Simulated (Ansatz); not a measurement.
# Stack of 1T-PtS2 under 2H-MoTe2, shifted by two thirds of the diagonal in a perpendicular field

Aim: how the stack of 1T-PtS2 under 2H-MoTe2, shifted by two thirds of the diagonal screens a field along its normal, and what the field does to its bands. A positive field points along +c.

Calculated with Ansatz 0.2.0; plane-wave DFT, PBE-D3(BJ), Ansatz PAW.

## 1. The structure

The cell holds 6 atoms: 2 S, 1 Pt, 2 Te and 1 Mo. Its edges and angles: a = 3.560 Å, b = 3.560 Å, c = 48.838 Å, α = 90.0°, β = 90.0°, γ = 120.0°. Regions: layer 1: 1T-PtS2, 3 atoms (2 S and 1 Pt); layer 2: 2H-MoTe2, 3 atoms (2 Te and 1 Mo). Vacuum lies along c.

## 2. Relaxing the slab

The starting cell is a guess, so the in-plane lattice and the atoms are relaxed first, with the slab cut off from its images along the normal.

File input.yaml:

```yaml
crystal:
  lattice:
    - [3.56, 0.0, 0.0]
    - [-1.78, 3.0830504375, 0.0]
    - [0.0, 0.0, 48.8381890223]
  atoms:
    - { symbol: S, position: [0.6666666667, 0.3333333333, 0.4084918053] }
    - { symbol: Pt, position: [0.0, 0.0, 0.4291117999] }
    - { symbol: S, position: [0.3333333333, 0.6666666667, 0.4497317946] }
    - { symbol: Te, position: [0.0, 0.0, 0.5142305006] }
    - { symbol: Mo, position: [0.6666666667, 0.3333333333, 0.5528693477] }
    - { symbol: Te, position: [0.0, 0.0, 0.5915081947] }
  periodic: [true, true, false]
kpoints:
  mp_grid: { grid: [12, 12, 1] }
hamiltonian:
  xc: pbe
  dispersion: d3bj
scf:
  occupations: { method: fermi_dirac, width: 0.05 }
  convergence: { dr2_threshold: 1.0e-09 }
relax:
  f_tol: 0.004
  max_steps: 90
  cell: {}
output:
  write_potential: true
  write_density: true
  volumetric_format: npy
```

Command:

```
> ansatz run input.yaml --threads 2 --pin off --max-ram 3072MiB --backend cpu --events-out ev --progress --plain --runs-dir out
```

Numbers of over 12 decimals in the logs are rounded to 6 here.

What it wrote:

```text
Warning: relax.cell: scf.convergence.dr2_threshold = 1e-9 eV is looser than the 1.67291685436e-10 eV advised for a relaxation that steers and ends on the stress (1e-10 eV for each atom of the cell: 6, times the square of relax.cell.stress_2d_tol = 0.05 N/m over 18.9 Å (the atoms' height at the walk's start and 5 Å past either face), 2.640e-2 GPa, over a crystal's default 0.05). What an SCF threshold leaves in a stress goes as its square root, and in the free energy as the threshold itself, and one threshold admits the most on a small cell: [figures from the program's tests cut] Set scf.convergence.dr2_threshold to 1.67291685436e-10 eV or tighter. [rest of the remark cut]
Engine: ansatz 0.2.0, x86_64-unknown-linux-gnu
Pseudopotentials: kind: paw
Pseudopotential: S, paw, valence charge 6, recommended cutoff 420 eV (normal), S.paw.azcp
Pseudopotential: Pt, paw, valence charge 18, recommended cutoff 420 eV (normal), Pt.paw.azcp
Pseudopotential: Te, paw, valence charge 16, recommended cutoff 420 eV (normal), Te.paw.azcp
Pseudopotential: Mo, paw, valence charge 14, recommended cutoff 420 eV (normal), Mo.paw.azcp
Functional definition: PBE
  parameter kappa = 0.804
  parameter beta = 0.066725
  exchange = pbe_x(kappa = kappa, mu = beta*pi^2/3)
  correlation = pbe_c(beta = beta)
Crystal: 6 atoms, lattice volume = 536.031 Å³
Basis set: ecut = 420 eV, 10369 PW (Γ), exchange–correlation on 48×48×720 points (8 copies of the dense FFT grid, shifted against one another)
Bands: 46, of which v1, the nominal top of the filled ones, is band 38 counted from 1 (37 counted from 0)
Symmetry: 6 space group operations
Space group: P3m1 (ITA 156), of the structure as read, at distance tolerance 8.1e-5 Å
k-points: 19 of 144 (time reversal used)
Non-local potential: S, projectors of the file, l = 0: 2, l = 1: 2, l = 2: 2
Non-local potential: Pt, projectors of the file, l = 0: 3, l = 1: 2, l = 2: 2, l = 3: 1
Non-local potential: Te, projectors of the file, l = 0: 2, l = 1: 2, l = 2: 2, l = 3: 2
Non-local potential: Mo, projectors of the file, l = 0: 3, l = 1: 2, l = 2: 2, l = 3: 1
PAW form: soft (Blöchl's): semilocal exchange-correlation on the pseudo side does not see the compensation charge
PAW one-centre angular grid: S, 110 points (default); XC on 64 Gauss nodes
PAW one-centre angular grid: Pt, 590 points (default); XC on 64 Gauss nodes
PAW one-centre angular grid: Te, 590 points (default); XC on 64 Gauss nodes
PAW one-centre angular grid: Mo, 590 points (default); XC on 64 Gauss nodes
Initial density: superposition of atomic densities (neutral atoms: chi_scale 0, normalization atom), corrected by the library's trained network
Initial wavefunctions: pseudopotential atomic-orbital guess
Functional: x = pbe(κ = 0.804, μ = 0.219515), c = pbe(β = 0.066725)
SCF iter   1: F=—  HF=-33246.531505 eV  |F-HF|=—  |Δ(HF+E_count)|=         —  Δρ=2.43e-3  dr2=3.37e-1  ethr=1.77e-3  ⟨swp⟩=20.6  Hψ=6757  notcnv=0
preconditioner: auto → Resta (q_TF=auto, 1.970 Å⁻¹)  ε∞=2.5  [insulator: Δε(μ)=0.967 eV  Ē_g=8.183 eV  σ=0.050 eV  W_gap=1.00  n_scr=30 (ndim 8)  ℏωp=10.1 eV  f_vac=0.739  D(μ)=0.00/eV (n_scr^D=0)  ε∞_Penn≈2.5  vacuum switching on, ρ_ref=4.9e-3 e/Å³]
SCF iter   2: F=—  HF=-33246.600129 eV  |F-HF|=—  |Δ(HF+E_count)|=   6.86e-2  Δρ=4.50e-3  dr2=2.82e0  ethr=4.44e-4  ⟨swp⟩=4.8  Hψ=1619  notcnv=0  defer=22  recentre
preconditioner: auto → LDOS  [metal: Δε(μ)=0.087 eV  Ē_g=8.415 eV  σ=0.050 eV  W_gap=0.38  n_scr=30 (ndim 8)  ℏωp=10.1 eV  f_vac=0.739  D(μ)=2.41/eV (n_scr^D=14)  β→1.0]
SCF iter   3: F=—  HF=-33246.517509 eV  |F-HF|=—  |Δ(HF+E_count)|=   8.26e-2  Δρ=1.66e-3  dr2=1.58e-1  ethr=4.44e-4  ⟨swp⟩=4.0  Hψ=1478  notcnv=0  defer=29
SCF iter   4: F=—  HF=-33246.509904 eV  |F-HF|=—  |Δ(HF+E_count)|=   7.60e-3  Δρ=9.30e-4  dr2=6.98e-2  ethr=2.08e-4  ⟨swp⟩=3.2  Hψ=1303  notcnv=0  defer=23
SCF iter   5: F=—  HF=-33246.506260 eV  |F-HF|=—  |Δ(HF+E_count)|=   3.64e-3  Δρ=5.56e-4  dr2=6.42e-3  ethr=9.19e-5  ⟨swp⟩=3.1  Hψ=1200  notcnv=0  defer=23
SCF iter   6: F=—  HF=-33246.506064 eV  |F-HF|=—  |Δ(HF+E_count)|=   1.96e-4  Δρ=2.66e-4  dr2=7.39e-4  ethr=8.44e-6  ⟨swp⟩=2.9  Hψ=1352  notcnv=0  defer=23
SCF iter   7: F=—  HF=-33246.506524 eV  |F-HF|=—  |Δ(HF+E_count)|=   4.60e-4  Δρ=3.61e-4  dr2=1.68e-3  ethr=9.72e-7  ⟨swp⟩=3.1  Hψ=1862  notcnv=0  defer=23  recentre
SCF iter   8: F=—  HF=-33246.506128 eV  |F-HF|=—  |Δ(HF+E_count)|=   3.96e-4  Δρ=1.22e-4  dr2=4.12e-4  ethr=9.72e-7  ⟨swp⟩=3.5  Hψ=1791  notcnv=0  defer=23
SCF iter   9: F=—  HF=-33246.506084 eV  |F-HF|=—  |Δ(HF+E_count)|=   4.33e-5  Δρ=4.85e-5  dr2=1.20e-4  ethr=5.42e-7  ⟨swp⟩=2.4  Hψ=1285  notcnv=0  defer=21
SCF iter  10: F=—  HF=-33246.506078 eV  |F-HF|=—  |Δ(HF+E_count)|=   6.03e-6  Δρ=1.21e-5  dr2=1.31e-6  ethr=1.58e-7  ⟨swp⟩=2.7  Hψ=1341  notcnv=0  defer=21
SCF iter  11: F=—  HF=-33246.506180 eV  |F-HF|=—  |Δ(HF+E_count)|=   1.02e-4  Δρ=6.89e-6  dr2=3.57e-7  ethr=1.73e-9  ⟨swp⟩=3.7  Hψ=1961  notcnv=0  defer=21
SCF iter  12: F=—  HF=-33246.506180 eV  |F-HF|=—  |Δ(HF+E_count)|=   9.79e-8  Δρ=2.53e-6  dr2=5.67e-8  ethr=4.70e-10  ⟨swp⟩=2.8  Hψ=1668  notcnv=0  defer=21
SCF iter  13: F=—  HF=-33246.506180 eV  |F-HF|=—  |Δ(HF+E_count)|=   8.35e-9  Δρ=9.57e-7  dr2=2.76e-8  ethr=7.46e-11  ⟨swp⟩=3.4  Hψ=1833  notcnv=0  defer=21
SCF iter  14: F=—  HF=-33246.506180 eV  |F-HF|=—  |Δ(HF+E_count)|=   5.38e-9  Δρ=5.85e-7  dr2=3.78e-9  ethr=3.63e-11  ⟨swp⟩=2.5  Hψ=1069  notcnv=0  defer=21
SCF iter  15: F=—  HF=-33246.506180 eV  |F-HF|=—  |Δ(HF+E_count)|=   2.55e-9  Δρ=2.57e-7  dr2=1.13e-9  ethr=1.32e-12  ⟨swp⟩=12.6  Hψ=6729  notcnv=0
SCF iter  16: F=-33246.506180 eV  HF=-33246.506180 eV  |F-HF|=1.17e-9  |Δ(HF+E_count)|=  3.78e-10  Δρ=1.08e-7  dr2=1.24e-10  ethr=1.32e-12  ⟨swp⟩=10.2  Hψ=5444  notcnv=0
SCF 1 converged in 16 iterations: F = -33246.506180 eV  dr2 = 1.24e-10
  greatest PAW one-centre occupation: 1.000 electrons in one spin orbital (limit 2), on the Pt atom at site 1 (counted from 0), in its partial waves of l = 0
relax step   1: F+E_penalty+E_count = -33246.50618012 eV  Δ(F+E_penalty+E_count) = +0.000e0 eV  max|allowed force component| = 3.190e0 eV/Å  Δτ_max = 0.0000 Å  P = +6.897 N/m  Ω = 536.031 Å³  fix = [c, alpha, beta]  reactions: c +0.000 N/m  (16 SCF iters, accepted)
Crystal: 6 atoms, lattice volume = 534.721 Å³
Basis set: ecut = 420 eV, 10345 PW (Γ), exchange–correlation on 48×48×720 points (8 copies of the dense FFT grid, shifted against one another)
Initial density: handed on by an earlier stage of this run
Initial wavefunctions: those handed on with the density
[...]
SCF 3 converged in 15 iterations: F = -33247.272876 eV  dr2 = 6.42e-10
relax step   3: F+E_penalty+E_count = -33247.27287647 eV  Δ(F+E_penalty+E_count) = -5.805e-2 eV  max|allowed force component| = 5.020e-1 eV/Å  Δτ_max = 0.1923 Å  P = +1.470 N/m  Ω = 514.497 Å³  energy of the carried Pulay correction = +1.125e-3 eV  fix = [c, alpha, beta]  reactions: c +0.000 N/m  (15 SCF iters, accepted)
[...]
relax step   4: F+E_penalty+E_count = -33247.32103988 eV  Δ(F+E_penalty+E_count) = -4.816e-2 eV  max|allowed force component| = 4.567e-2 eV/Å  Δτ_max = 0.1335 Å  P = +0.055 N/m  Ω = 525.664 Å³  energy of the carried Pulay correction = +5.357e-4 eV  fix = [c, alpha, beta]  reactions: c +0.000 N/m  (13 SCF iters, accepted)
[...]
relax step   5: F+E_penalty+E_count = -33247.32144280 eV  Δ(F+E_penalty+E_count) = -4.029e-4 eV  max|allowed force component| = 3.918e-2 eV/Å  Δτ_max = 0.0359 Å  P = +0.066 N/m  Ω = 526.617 Å³  energy of the carried Pulay correction = +4.860e-4 eV  fix = [c, alpha, beta]  reactions: c +0.000 N/m  (13 SCF iters, accepted)
[...]
relax step   6: F+E_penalty+E_count = -33247.32166696 eV  Δ(F+E_penalty+E_count) = -2.242e-4 eV  max|allowed force component| = 7.630e-3 eV/Å  Δτ_max = 0.0114 Å  P = +0.043 N/m  Ω = 526.018 Å³  energy of the carried Pulay correction = +5.172e-4 eV  fix = [c, alpha, beta]  reactions: c +0.000 N/m  (13 SCF iters, accepted)
[...]
relax step   7: F+E_penalty+E_count = -33247.32166788 eV  Δ(F+E_penalty+E_count) = -9.199e-7 eV  max|allowed force component| = 4.691e-3 eV/Å  Δτ_max = 0.0006 Å  P = +0.021 N/m  Ω = 526.094 Å³  energy of the carried Pulay correction = +5.133e-4 eV  fix = [c, alpha, beta]  reactions: c +0.000 N/m  (8 SCF iters, accepted)
[...]
relax step   8: F+E_penalty+E_count = -33247.32166609 eV  Δ(F+E_penalty+E_count) = +1.785e-6 eV  max|allowed force component| = 4.982e-5 eV/Å  Δτ_max = 0.0004 Å  P = +0.000 N/m  Ω = 526.159 Å³  energy of the carried Pulay correction = +5.099e-4 eV  fix = [c, alpha, beta]  reactions: c +0.000 N/m  (7 SCF iters, accepted)
Initial wavefunctions: pseudopotential atomic-orbital guess (no wavefunctions were taken with the density)
iter 1 solved again at ethr=9.97e-8 eV; its pass at ethr=3.10e-3 eV (dr2=7.58e-5 eV) is discarded
SCF iter   1: F=—  HF=-33247.321165 eV  |F-HF|=—  |Δ(HF+E_count)|=         —  Δρ=1.52e-5  dr2=1.87e-7  ethr=9.97e-8  ⟨swp⟩=6.2  Hψ=10306  notcnv=0
preconditioner: auto → Resta (q_TF=auto, 1.976 Å⁻¹)  ε∞=2.6  [insulator: Δε(μ)=0.593 eV  Ē_g=8.030 eV  σ=0.050 eV  W_gap=0.99  n_scr=30 (ndim 8)  ℏωp=10.2 eV  f_vac=0.736  D(μ)=0.01/eV (n_scr^D=0)  ε∞_Penn≈2.6  vacuum switching on, ρ_ref=4.7e-3 e/Å³]
SCF iter   2: F=—  HF=-33247.321185 eV  |F-HF|=—  |Δ(HF+E_count)|=   1.99e-5  Δρ=7.57e-6  dr2=4.75e-8  ethr=2.45e-10  ⟨swp⟩=4.6  Hψ=2623  notcnv=0
SCF iter   3: F=—  HF=-33247.321185 eV  |F-HF|=—  |Δ(HF+E_count)|=   5.21e-8  Δρ=2.05e-6  dr2=1.69e-7  ethr=6.26e-11  ⟨swp⟩=2.9  Hψ=1806  notcnv=0  recentre
SCF iter   4: F=—  HF=-33247.321185 eV  |F-HF|=—  |Δ(HF+E_count)|=   1.12e-8  Δρ=9.21e-7  dr2=1.30e-8  ethr=6.26e-11  ⟨swp⟩=2.8  Hψ=1293  notcnv=0
SCF iter   5: F=—  HF=-33247.321185 eV  |F-HF|=—  |Δ(HF+E_count)|=  5.09e-11  Δρ=4.41e-7  dr2=2.01e-9  ethr=1.72e-11  ⟨swp⟩=2.6  Hψ=1345  notcnv=0
SCF iter   6: F=-33247.321185 eV  HF=-33247.321185 eV  |F-HF|=5.75e-10  |Δ(HF+E_count)|=  2.62e-10  Δρ=2.17e-7  dr2=3.24e-10  ethr=1.32e-12  ⟨swp⟩=17.3  Hψ=6929  notcnv=0
SCF 9 converged in 6 iterations: F = -33247.321185 eV  dr2 = 3.24e-10
relax step   9: F+E_penalty+E_count = -33247.32118458 eV  Δ(F+E_penalty+E_count) = +4.815e-4 eV  max|allowed force component| = 8.930e-5 eV/Å  Δτ_max = 0.0000 Å  P = -0.002 N/m  Ω = 526.159 Å³  fix = [c, alpha, beta]  reactions: c -0.000 N/m  stress off target by 1.95e-3 N/m on what of the cell is left free  SCF on the basis re-selected at this cell (its energy is not comparable with the rows above)  (6 SCF iters)
basis re-selected at this cell: Δ(F+E_penalty+E_count) = +4.815e-4 eV, ΔP = -0.002 N/m vs the last step (what re-selecting the basis moved, of the pressure what is left beyond the Pulay correction that the steps carried, after the strain that the cell walked since its last selection, with what the two solves' SCF thresholds leave and, on support functions, any second-order correction that the steps lacked; it is no m [...]
WARN: The output density's exchange-correlation potential varies sharply where the density is thin. Do not read a vacuum level from v_tot or v_xc, or from such a field of the output density. On a cell that repeats whose density bears no net charge and no dipole along the vacuum's axis use v_es (v_loc + v_h of the components); under efield.dipole_correction with no amplitude use v_es + v_field, which holds any externa [...]
SCF converged after 6 iterations
Free energy (F): -33247.321185 eV
Harris-Foulkes:  -33247.321185 eV  (|F-HF|=5.75e-10)
Internal energy: -33247.320990 eV  (E = F + TS)
E sigma→0 (E₀):  -33247.321087 eV
Entropy (-TS):   -0.000194 eV (-0.032 meV/atom)
Fermi energy:    -4.730012 eV
--- Per-component energies (eV) ---
  E_band       = -2172.299089
  E_kinetic    = 1654.791413
  E_local      = -417207.713084  (includes V_loc(G=0)·N_el)
  E_nonlocal   = -221.019779
  E_hartree    = 207860.258312
  E_xc         = -888.739123
  E_vxc        = -915.982462  (∫ρ·V_xc dr)
  E_paw        = -23180.866718  (= ΣΔE_a)
  E_vpaw       = -1202.888542  (= ΣTr[D̂ρ^β])
  E_aug_tail   = -0.000101  (compensation charges beyond the density's cutoff)
  E_ewald      = 198738.393839
  E_disp       = -2.425749  (pairwise vdW)
  E_smearing   = -0.000194  (= −TS)
  E_closure    = 0.000000  (closes the sum)
  Σ components = -33247.321185   (vs F -33247.321185, Δ=0.00e0)
--- Forces (eV/Å), atoms counted from 1 ---
  atom   1  S     -0.00000000     0.00000000    -0.00008623
  atom   2  Pt     0.00000000    -0.00000000     0.00004857
  atom   3  S     -0.00000000    -0.00000000     0.00008897
  atom   4  Te     0.00000000     0.00000000    -0.00006363
  atom   5  Mo     0.00000000     0.00000000    -0.00002722
  atom   6  Te     0.00000000    -0.00000000     0.00003760
  max |Σ_I F_I| component: 1.94e-6 eV/Å
--- 2D stress c σ (N/m, compression-positive) ---
       -0.001949       0.000000       0.000000
        0.000000      -0.001949       0.000000
        0.000000       0.000000      -0.000000
  P = ½ c Tr σ = -0.0019 N/m
--- Band table (eV; the first three rows and the last of 19) ---
  k-point 0: bands = [... 34 lower, -6.1362, -5.8687, -5.8687, -5.1635, -3.0008, -3.0008, -1.8871, -1.8871, ... 4 higher]
  k-point 1: bands = [... 34 lower, -6.2338, -5.9965, -5.7104, -5.1343, -3.4212, -3.1211, -2.2738, -2.1241, ... 4 higher]
  k-point 2: bands = [... 34 lower, -6.2999, -6.2955, -5.7120, -5.3018, -4.0965, -3.3471, -2.9516, -2.6887, ... 4 higher]
  k-point 18: bands = [... 34 lower, -6.9625, -6.8984, -6.7263, -5.0008, -4.1429, -4.1095, -3.8540, -2.9988, ... 4 higher]
  the weakly bound empty levels are not read free of the cell's end (no_gap_told)
--- Relaxed structure (8 steps of the walk, 8 accepted, 1 SCFs on fresh bases) ---
  F+E_penalty+E_count = -33247.32118458 eV   max|allowed force component| = 8.930e-5 eV/Å   (the final SCF, on the basis selected at the relaxed cell)
  cell:  # Å, volume = 526.1594 Å³
    - [3.527066, -1.218810854541219e-18, 0]
    - [-1.763533, 3.054529, 0]
    - [0, 0, 48.8381890223]
  atoms:
    - { symbol: S, position: [0.666667, 0.333333, 0.403537] }
    - { symbol: Pt, position: [-2.778483692092728e-17, -1.2335811384544111e-17, 0.429169] }
    - { symbol: S, position: [0.333333, 0.666667, 0.454729] }
    - { symbol: Te, position: [-2.858867316661423e-17, -1.233581138454445e-17, 0.515871] }
    - { symbol: Mo, position: [0.666667, 0.333333, 0.552806] }
    - { symbol: Te, position: [-2.6903680529746648e-17, -1.233581138454445e-17, 0.589830] }
```

Run time: 10 min. Hardware: 2 threads of Intel Xeon at 2.50GHz (Skylake/Cascade Lake), shared host; peak memory 0.97 GiB.

The steps of the relaxation:

```
step  energy less that of the first step (eV)  largest force component (eV/Å)  volume (Å³)
   1                                   0.0000                          3.1902       536.03
   2                                  -0.7086                          1.1650       534.72
   3                                  -0.7667                          0.5020       514.50
   4                                  -0.8149                          0.0457       525.66
   5                                  -0.8153                          0.0392       526.62
   6                                  -0.8155                          0.0076       526.02
   7                                  -0.8155                          0.0047       526.09
   8                                  -0.8155                          0.0001       526.16
  9*                                  -0.8150                          0.0001       526.16
```

Relaxation steps marked * repeat the geometry before them on a plane-wave basis chosen anew for their cell, so energy and pressure can jump there.

The run keeps the 6 symmetry operations that it works with, so distortions that break them were not tested.

| cell as run | before | after | change |
| --- | --- | --- | --- |
| a (Å) | 3.560 | 3.527 | -0.9 % |
| b (Å) | 3.560 | 3.527 | -0.9 % |

The atoms that moved most (Å, along periodic axes as changes of fractional coordinates times the final cell, across vacuum about the mean position):

| atom | dx | dy | dz | length |
| --- | --- | --- | --- | --- |
| S3 | 0.000 | 0.000 | 0.244 | 0.244 |
| S1 | 0.000 | 0.000 | -0.242 | 0.242 |
| Te6 | 0.000 | 0.000 | -0.082 | 0.082 |
| Te4 | 0.000 | 0.000 | 0.080 | 0.080 |

The relaxed structure:

```xyz
6
Lattice="3.5271 0.0000 0.0000 -1.7635 3.0545 0.0000 0.0000 0.0000 48.8382" Properties=species:S:1:pos:R:3
S     1.7635    1.0182   19.7080
Pt    0.0000    0.0000   20.9599
S     0.0000    2.0364   22.2081
Te    0.0000    0.0000   25.1942
Mo    1.7635    1.0182   26.9980
Te    0.0000    0.0000   28.8062
```

This step gave:

```yaml
energy_at_zero_smearing: -33247.3211 eV
```

The lattice constant a goes from 3.560 to 3.527 Å.

[end of part 1 of 2]

[Logs are printed without paths, hosts, clocks, repeated set-up lines and the standing remarks that a program may print on its own settings, such as how far it seeks lower states.]

[Hosts, paths, dates, database ids (printed as entryN), source tags and the programs' standing remarks are cut or masked in the printed files.]

[Maps of the electrostatic potential energy from Ansatz leave out the sawtooth potential of an applied field or a dipole correction, so their vacuum need not be flat; planar profiles and work functions include it.]
